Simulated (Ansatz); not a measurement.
# FeO (Wuestite) (Fm-3m) in Ansatz: further runs

Aim: see how the results for FeO (Wuestite) move with the level of theory and the settings. Levels: LDA, PBE, PBEsol. Tasks: elastic constants, band structure.

All numbers are computed with Ansatz 0.2.0; they aren't measurements. Logs are shortened: lines on timing, memory, paths and dates and some standing lists are left out, and cuts for length are marked.

**The experiment to reproduce.**

“W\"ustite: Electric, thermodynamic and optical properties of FeO”, 2012, arxiv:1203.1201 quotes, for a bulk crystal of FeO: band gap 2.4 eV (optical).

The runs below are set against these values where they give the same quantity.

## (1) Starting point

The structure is cubic, space group Fm-3m (No. 225). Conventional cell: a = 4.311 Å, b = 4.311 Å, c = 4.311 Å, α = 90.00°, β = 90.00°, γ = 90.00°. Fe (site symmetry m-3m) has 6 O at 2.16 Å as nearest neighbours. O (site symmetry m-3m) has 6 Fe at 2.16 Å as nearest neighbours.

## (2) Elastic constants, LDA, collinear spin, ferromagnetic start

Input file input.yaml:

```yaml
crystal:
  lattice:
    - [0.0, 2.1554, 2.1554]
    - [2.1554, 0.0, 2.1554]
    - [2.1554, 2.1554, 0.0]
  atoms:
    - { symbol: Fe, position: [0.0, 0.0, 0.0], spin: 3.0 }
    - { symbol: O, position: [0.5, 0.5, 0.5] }
kpoints:
  mp_grid: { grid: [8, 8, 8] }
scf:
  occupations: { method: fermi_dirac, width: 0.05 }
hamiltonian:
  xc: lda
  pseudopotentials: { kind: all_electron, lapw: { basis_error: 0.001 } }
magnetization:
  spin_polarized: true
output:
  forces: true
  stress: true
elastic:
  mode: clamped_ion
  stencil: two_point
```

Potentials or basis: all-electron LAPW, scalar-relativistic.

The run is started by

```
$ ansatz run input.yaml --threads 2 --pin off --max-ram 6144MiB --backend cpu --events-out ev --progress --plain --runs-dir out
```

The log of the run:

```text
Warning: RAYON_NUM_THREADS=2 ignored (pool sized by the plan → 2); use --threads N
LAPW: plane waves up to 9.889 Å⁻¹, error target 1.0e-3 eV per atom; small_component_spin mean_spin; O in spheres of 0.950 Å, 8 of its electrons in bands, Dirac shells []; Fe in spheres of 1.141 Å, 16 of its electrons in bands, Dirac shells [] (how accurate: hamiltonian.pseudopotentials.lapw.basis_error, Limitations)
Engine: ansatz 0.2.0, aarch64-unknown-linux-gnu
Pseudopotentials: kind: all_electron
Pseudopotential: Fe, LAPW, valence charge 16, lapw/all_electron/scalar/gaussian/Fe, Koelling and Harmon's equation, gaussian nucleus
Pseudopotential: O, LAPW, valence charge 8, lapw/all_electron/scalar/gaussian/O, Koelling and Harmon's equation, gaussian nucleus
Functional definition: SPW92
  exchange = slater_x
  correlation = pw_c
Crystal: 2 atoms, lattice volume = 20.027 Å³
Basis set: ecut = 372.6193428923558 eV, 331 PW (Γ), exchange–correlation at level 2
Bands: 18, of which v1, the nominal top of the filled ones, is band 12 counted from 1 (11 counted from 0)
Symmetry: 48 space group operations
Space group: Fm-3m (ITA 225), of the structure as read, at distance tolerance 2.7e-5 Å
Magnetic group: BNS 225.116 (UNI 1618), of the structure as read, at distance tolerance 2.7e-5 Å
k-points: 29 of 512
Non-local potential: Fe, projectors of the file, none
Non-local potential: O, projectors of the file, none
Initial density: superposition of atomic densities (chi_scale 0.1, normalization cell, long waves kept (reshape's long-wave potential 0.00 eV rms))
Starting moments: Σ|m| = 3 μB on 1 of 2 sites
Initial wavefunctions: plane waves of lowest kinetic energy (no species holds an atomic orbital)
Functional: x = slater, c = lda
SCF 1 converged in 11 iterations: F = -36608.881449 eV  dr2 = 6.43e-10
a single point of the input's cell can leave the moments in the input for a lower state (scf.lower_state_search): this run first made a single point of its cell. This run's own SCFs start from the density of the state that the single point found, with the moments in the input. The single point stayed on the moments in the input.
Initial density: read from a saved state, or passed on in memory by an earlier SCF of this step, an earlier step, the calling program or the single point that the run made first
Stability of the state it starts from, as read at its close in the collinear treatment: not read negative (Ritz values of 1 − χ₀K, real part plus size of imaginary part, from 0.76 to 0.83, by its mixing steps under the symmetry group of the SCF that read it); its run was given moments
Starting moments: Σ|m| = 3 μB on 1 of 2 sites; this step starts from the density that it was given
iter 1 solved again at ethr=6.89e-9 eV; its pass at ethr=1.00e-1 eV (dr2=1.65e-6 eV) is discarded
SCF iter   1: F=—  HF=-36608.881449 eV  |F-HF|=—  |Δ(HF+E_count)|=         —  Δρ=3.99e-7 (↑3.56e-7 ↓3.99e-7)  dr2=1.07e-10  dr2_m=3.76e-12  M=3.999 μB ∫|m|=4.004 μB  β_m=0.65  ethr=6.89e-9  ⟨swp⟩=5.8  Hψ=9629  notcnv=0
the basis was enlarged: its passes take 370.9 KiB over the memory plan, 2 of 2 planned eigensolver slots
[... 75 lines left out ...]
Per-site moments (μB) at R_I (Å): [(3.5703126231794915, 1.1409655725518115), (0.33466473879806147, 0.9497723962937645)]
Free energy (F): -36608.881449 eV
Harris-Foulkes:  -36608.881449 eV  (|F-HF|=7.28e-12)
Internal energy: -36608.867581 eV  (E = F + TS)
E sigma→0 (E₀):  -36608.874515 eV
Entropy (-TS):   -0.013868 eV (-6.934 meV/atom)
Fermi energy:    14.253820 eV
--- Per-component energies (eV) ---
  E_band       = -1246.774583
  E_kinetic    = 37056.321447
  E_xc         = -1681.041843
  E_electrostatic = -71984.147184  (all electrons and nuclei)
  E_smearing   = -0.013868  (= −TS)
  E_closure    = 0.000000  (closes the sum)
  E_atoms      = -36591.452944  (free atoms, spherical and without spin; not in F)
  Σ components = -36608.881449   (vs F -36608.881449, Δ=0.00e0)
  Basis errors (estimates in eV, not in F): energy 3.7e-4 per atom: plane waves 3.3e-4 (1.9e-4 summed), levels above the bands 2.0e-126, relativity 5.0e-9, radial functions 3.5e-5, core shells 5.8e-8; eigenvalues (radial functions only) 3.4e-6; not estimated: angular momenta, meshes, grids; target (lapw.basis_error) 1.0e-3; muffin-tin radii O 0.950 Å, Fe 1.141 Å
--- Forces (eV/Å), atoms counted from 1 ---
  atom   1  Fe    -0.00000000     0.00000000    -0.00000000
  atom   2  O      0.00000000    -0.00000000     0.00000000
  max |Σ_I F_I| component: 4.14e-30 eV/Å
--- Stress (GPa, compression-positive) ---
      -15.576041       0.000000       0.000000
        0.000000     -15.576041      -0.000000
        0.000000      -0.000000     -15.576041
  P = ⅓ Tr σ = -15.5760 GPa (-155.760 kbar)
--- Band table (eV; the first three rows and the last of 58) ---
  k-point 0 ↑: bands = ["-489.1080", "-74.7126", "-41.1222", "-41.1222", "-41.1222", "-6.2556", "10.3773", "10.3773", "10.3773", "10.5094", "10.5094", "10.5094", "10.7745", "10.7745", "14.3240", "29.3636", "31.1072", "31.1072"]
  k-point 1 ↑: bands = ["-489.1080", "-74.7118", "-41.1303", "-41.1232", "-41.1232", "-6.0967", "9.0565", "9.3814", "9.3814", "10.6507", "10.6507", "10.9398", "11.8155", "11.8155", "15.3081", "27.3077", "30.5360", "30.5360"]
  k-point 2 ↑: bands = ["-489.1080", "-74.7098", "-41.1500", "-41.1258", "-41.1258", "-5.6860", "7.3065", "8.4503", "8.4503", "10.9331", "10.9331", "11.2774", "12.9358", "12.9358", "16.9555", "24.6668", "28.7601", "28.7601"]
  k-point 28 ↓: bands = ["-488.7759", "-70.7309", "-37.3112", "-37.3112", "-37.2935", "-4.3131", "8.1561", "8.1561", "8.6750", "14.2126", "14.2126", "15.0219", "15.1563", "15.9052", "22.7275", "24.0100", "24.0100", "26.8201"]
--- Elastic constants: 2 strain directions × 2 members + reference (group order 48) ---
  dense FFT box of the reference and of every strained cell: 20×20×20
  strains applied: 11, 23; error gains: componentwise 1.00 (the most a stress slope's error grows in a printed constant), spectral 1.73 (1 for all six strains in a standard setting)
  C = ∂σ_k/∂η_j (tension-positive GPa; Voigt order 11 22 33 23 13 12):
       191.402    136.280    136.280      0.000      0.000      0.000
       136.280    191.402    136.280      0.000      0.000     -0.000
       136.280    136.280    191.402      0.000      0.000      0.000
        -0.000      0.000      0.000     33.921      0.000     -0.000
         0.000     -0.000     -0.000     -0.000     33.921      0.000
         0.000     -0.000      0.000      0.000     -0.000     33.921
  reference stress σ⁰ (GPa):     15.576     15.576     15.576      0.000     -0.000     -0.000
  no Pulay correction (none for the plane-wave cutoff is built on LAPW): the batch's stresses and constants are at fixed plane waves
  C* (energy form; C + prestress term) asymmetry max|C*_kj − C*_jk| = 2.842e-14 GPa — a small one proves nothing (zero by symmetry where the batch's group is 432, −43m or m−3m); a large one is finite-difference/SCF noise where every solve meets its electron count
  moduli (Voigt/Reuss/Hill, GPa): K = 154.65/154.65/154.65   G = 31.38/31.05/31.22   E = 87.74   ν = 0.405
  mechanically stable: yes (min eigenvalue of sym C = 33.92 GPa)
  where every solve meets its electron count the energy-path curvature estimates C_jj along a normal strain and C_jj − ¼(σ⁰_aa + σ⁰_bb) along a shear (ab), closely only under elastic.basis: deformed
  strain η (Voigt 11):  stress-route row diagonal C_11 = 191.40 GPa, energy-path curvature d²(F+E_count)/dδ²/Ω₀ = 191.40 GPa
         δ    σ_11 (GPa)             F (eV)   n_scf  n_hpsi   n_pw
    -2.000e-3      15.1880      -36608.8852944       9   70773    342
     2.000e-3      15.9536      -36608.8775074       9   70491    342
  strain η (Voigt 23):  stress-route row diagonal C_44 = 33.92 GPa, energy-path curvature d²(F+E_count)/dδ²/Ω₀ = 26.13 GPa
         δ    σ_23 (GPa)             F (eV)   n_scf  n_hpsi   n_pw
    -2.000e-3      -0.0678      -36608.8814422       9  114635    342
     2.000e-3       0.0678      -36608.8814422       9  114404    342
```

Wall time 61 s (2 threads of Arm Neoverse V1, shared host); peak memory 0.53 GiB.

Results:

```yaml
Free_energy: -36608.8814 eV
Pressure: -15.6 GPa
Band_gap_on_the_k_mesh: none (metal or under the smearing width)
Net_moment: 4.00 μB per cell
Absolute_moment: 4.00 μB per cell
Site_moments: Fe +3.57; O +0.33 μB
Clamped-ion_elastic_constants_C11_C12_C44: 191, 136, 34 GPa
Voigt_bulk_modulus: 155 GPa
```

Levels at points of the mesh, in eV from the Fermi level:
Spin up:
| k point | band 12 | band 13 | band 14 | band 15 | band 16 | band 17 |
| --- | --- | --- | --- | --- | --- | --- |
| (0.00, 0.00, 0.00) | -3.74 | -3.48 | -3.48 | 0.07 | 15.11 | 16.85 |
| (0.00, 0.00, -0.50) | -2.36 | -0.20 | -0.20 | 3.94 | 8.33 | 12.30 |
| (0.00, -0.50, -0.50) | -2.62 | -2.62 | -2.55 | 5.13 | 8.56 | 10.67 |
Spin down:
```tsv
k point	band 6	band 7	band 8	band 9	band 10	band 11	band 12	band 13	band 14	band 15
(0.00, 0.00, 0.00)	-19.92	-3.25	-3.25	-3.25	-0.75	-0.75	-0.75	0.00	0.00	0.87
(0.00, 0.00, -0.50)	-18.67	-8.04	-5.21	-5.21	0.40	0.40	0.61	2.68	2.68	4.54
(0.00, -0.50, -0.50)	-18.68	-6.88	-4.43	-4.43	-2.15	0.55	0.77	0.77	1.00	6.31
```

Elastic tensor in Voigt notation (GPa, ions clamped, in the Cartesian axes of the cell as first typed):
```
191 136 136   0   0   0
136 191 136   0   0   0
136 136 191   0   0   0
  0   0   0  34   0   0
  0   0   0   0  34   0
  0   0   0   0   0  34
```

Caveat: the k mesh is thin for a metal, which can move the energy by tens of meV per atom; a metal's response needs a denser mesh; the cell is more than 3 GPa from zero pressure, which shifts response properties; elastic constants of metals need much finer meshes, so these are rough; so large a pressure means that the cell lies far from this level's equilibrium, or that cutoff or potentials fall short; a cell with one magnetic atom can't hold antiferromagnetic order, which such compounds often take; semilocal functionals often make such compounds metallic where correlation or magnetic order opens a gap, which also shifts bond lengths.

[end of part 1 of 2]
